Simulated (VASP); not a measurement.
# Se: relaxation of cell and atoms with LDA

Crystal: Se.

```
Se
1.0
     2.00584    1.15807    0.80913
    -2.00584    1.15807    0.80913
     0.00000   -2.31615    0.80913
Se
1
Direct
  0.00000 0.00000 0.00000
```

This isn't the form of Se at room conditions, which is trigonal, of chains.

```
Program                : VASP 6.6.1
Task                   : relaxation of cell and atoms
Functional             : LDA
Potentials or basis    : VASP PAW LDA potentials, release 64 (Se)
Cutoff                 : 600 eV
k mesh                 : 15 × 15 × 13
Occupations            : gaussian, width 0.03 eV
Spin                   : no spin polarisation
Target pressure        : 148 GPa
Further INCAR settings : ALGO = Normal; EDIFF = 1e-07; IBRION = 2; EDIFFG = -0.005; NSW = 90; ISIF = 3
Target pressure        : 148 GPa
```

```
Relaxed volume                                         : 11.28 Å³/atom
Relaxed cell                                           : a = 2.453 Å, b = 2.453 Å, c = 2.453 Å, α = 109.68°, β = 109.68°, γ = 109.68°
Space group after relaxing (to 0.05 Å)                 : Im-3m (No. 229)
Energy change on relaxing (the enthalpy is what falls) : -1.3 meV/atom
Ionic steps                                            : 3
Pressure after relaxing                                : 148.0 GPa
Band gap on the k mesh                                 : none (metal or under the smearing width)
```

The path:
| step | energy change (eV) | largest force (eV/Å) | pressure (GPa) | volume (Å³) |
| --- | --- | --- | --- | --- |
| 1 | 0.0000 | 0.0000 | 148.03 | 11.28 |
| 2 | -0.0032 | 0.0000 | 147.85 | 11.28 |
| 3 | -0.0013 | 0.0000 | 147.96 | 11.28 |

Final structure:
```
CELL_PARAMETERS angstrom
2.00585 1.15808 0.80922
-2.00585 1.15808 0.80922
0.00000 -2.31615 0.80922
ATOMIC_POSITIONS crystal
Se 0.00000 0.00000 0.00000
```

Levels at points of the mesh, in eV from the Fermi level:
```tsv
k point	band 1	band 2	band 3	band 4	band 5	band 6	band 7
(0.00, 0.00, 0.00)	-23.69	7.17	7.17	7.52	13.89	14.09	14.09
```

Run time: 47 s on 1 thread of Intel(R) Xeon(R) Platinum 8488C (Sapphire Rapids), with other jobs on the host, peak memory 0.19 GiB.

Caveat: the cell is relaxed towards a set pressure, so the enthalpy falls and the energy may rise.
